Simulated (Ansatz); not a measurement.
GaSb in the zincblende structure, relaxed with r2SCAN in Ansatz. Space group F-43m (No. 216), cubic; a = 6.132 Å in the conventional setting, 28.82 Å³ an atom. Ga is surrounded by 4 Sb at 2.66 Å; Sb is surrounded by 4 Ga at 2.66 Å.

The axes x, y and z are those of this cell:
```
CELL_PARAMETERS angstrom
0.00000 3.06588 3.06588
3.06588 0.00000 3.06588
3.06588 3.06588 0.00000
ATOMIC_POSITIONS crystal
Ga 0.00000 0.00000 0.00000
Sb 0.25000 0.25000 0.25000
```

Unstrained: The r2SCAN gap is direct at Γ: 0.414 eV. The HSE06 gap is direct at Γ: 0.772 eV. Meshes: r2SCAN 8×8×8, HSE06 6×6×6. Strains are changes of length per length. After each strain the atoms were relaxed again with r2SCAN within the symmetry that the strain leaves, so tilts or polar shifts that break it weren't tested; points keep the names that they have in the unstrained zone. No spin polarisation and no zero-point or thermal motion.

Q: Estimate what isotropic +1.0 % on every length does to the gap.

A: r2SCAN: the gap goes from 0.414 to 0.191 eV (-0.223 eV). HSE06: the gap goes from 0.772 to 0.529 eV (-0.243 eV). The r2SCAN energy rises by 4.2 meV an atom.

Q: Estimate what isotropic -4.0 % on every length does to the gap.

A: r2SCAN: the gap goes from 0.414 to 0.928 eV (+0.514 eV); it turns from direct (Γ) to indirect (Γ → Γ–X (0.75)). HSE06: the gap goes from 0.772 to 1.291 eV (+0.519 eV); it turns from direct (Γ) to indirect (Γ → X). The r2SCAN energy rises by 80.6 meV an atom.

Q: Estimate what isotropic -2.0 % on every length does to the gap.

A: r2SCAN: the gap goes from 0.414 to 0.827 eV (+0.413 eV); it turns from direct (Γ) to indirect (Γ → L). HSE06: the gap goes from 0.772 to 1.168 eV (+0.396 eV); it turns from direct (Γ) to indirect (Γ → L). The r2SCAN energy rises by 18.7 meV an atom.

Q: Estimate what isotropic +2.0 % on every length does to the gap.

A: r2SCAN: gap 0.41 before, 0 after (eV); it has closed. HSE06: the gap goes from 0.772 to 0.294 eV (-0.478 eV). The r2SCAN energy rises by 16.0 meV an atom.

Q: Apply isotropic -3.0 % on every length. How far does the gap move, against the unstrained cell?

A: r2SCAN: the gap goes from 0.414 to 0.904 eV (+0.490 eV); it turns from direct (Γ) to indirect (Γ → L). HSE06: the gap goes from 0.772 to 1.252 eV (+0.480 eV); it turns from direct (Γ) to indirect (Γ → L). The r2SCAN energy rises by 43.7 meV an atom.

Q: Estimate what isotropic +3.0 % on every length does to the gap.

A: r2SCAN: gap 0.41 before, 0 after (eV); it has closed. HSE06: the gap goes from 0.772 to 0.057 eV (-0.715 eV); so small a gap is at the limit of these settings. The r2SCAN energy rises by 34.4 meV an atom.

Q: Estimate what isotropic -1.0 % on every length does to the gap.

A: r2SCAN: the gap goes from 0.414 to 0.645 eV (+0.231 eV). HSE06: the gap goes from 0.772 to 1.020 eV (+0.248 eV). The r2SCAN energy rises by 4.5 meV an atom.

Q: Estimate what isotropic +4.0 % on every length does to the gap.

A: r2SCAN: gap 0.41 before, 0 after (eV); it has closed. The r2SCAN energy rises by 59.0 meV an atom.

No spin-orbit coupling is included; it can move band edges with weight on the heavy atoms by tenths of an eV.

The meshes of the hybrids are coarse, so their gaps aren't converged to the digits shown.
